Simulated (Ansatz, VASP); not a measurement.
Two plane-wave programs on Au

The input INCAR:

```
PREC = Accurate ; ENCUT = 600
EDIFF = 1E-6 ; ISMEAR = -1
SIGMA = 0.05 ; LREAL = False
LASPH = True ; NELM = 80
ALGO = Normal ; ISIF = 3
LWAVE = False ; LCHARG = False
GGA = PS ; IBRION = 2
NSW = 60 ; EDIFFG = -0.005
```

KPOINTS

```
regular mesh
0
Gamma
  16 16 16
```

The input POSCAR:

```
Au
1.0
    0.0000000000      2.0406274502      2.0406274502
    2.0406274502      0.0000000000      2.0406274502
    2.0406274502      2.0406274502      0.0000000000
Au
1
Direct
    0.0000000000      0.0000000000      0.0000000000
```

Input for Ansatz:

```yaml
crystal:
  lattice:
    - [0.0, 2.0406274502, 2.0406274502]
    - [2.0406274502, 0.0, 2.0406274502]
    - [2.0406274502, 2.0406274502, 0.0]
  atoms:
    - { symbol: Au, position: [0.0, 0.0, 0.0] }
kpoints:
  mp_grid: { grid: [16, 16, 16] }
scf:
  occupations: { method: fermi_dirac, width: 0.05 }
hamiltonian:
  xc: pbesol
  pseudopotentials: { kind: paw }
output:
  forces: true
  stress: true
relax:
  f_tol: 0.005
  max_steps: 40
  cell: {}
```

Alike in both runs: task relaxation of cell and atoms; functional PBEsol; k mesh 16 × 16 × 16; occupations fermi-dirac, width 0.05 eV; no spin polarisation.

|  | VASP | Ansatz |
| --- | --- | --- |
| version | VASP 6.6.1 | Ansatz 0.2.0 |
| potentials or method | VASP PAW PBE potentials, release 64 (Au) | PAW with Ansatz's default frozen-core files, scalar-relativistic |
| plane-wave cutoff (eV) | 600 | 420 |
| valence electrons in the cell | 11 | 19 |

```csv
,VASP,Ansatz,Ansatz less VASP
relaxed volume (Å³/atom),17.00,17.02,+0.019
relaxed cell length with the largest relative difference (Å),2.886,2.887,+0.0011
```

The two sets of potentials don't hold the same shells in valence.

Caveats: the PAW data sets were made with another functional, which shifts forces and pressure a little (VASP). Spin-orbit coupling is left out, which matters for the levels of Au.
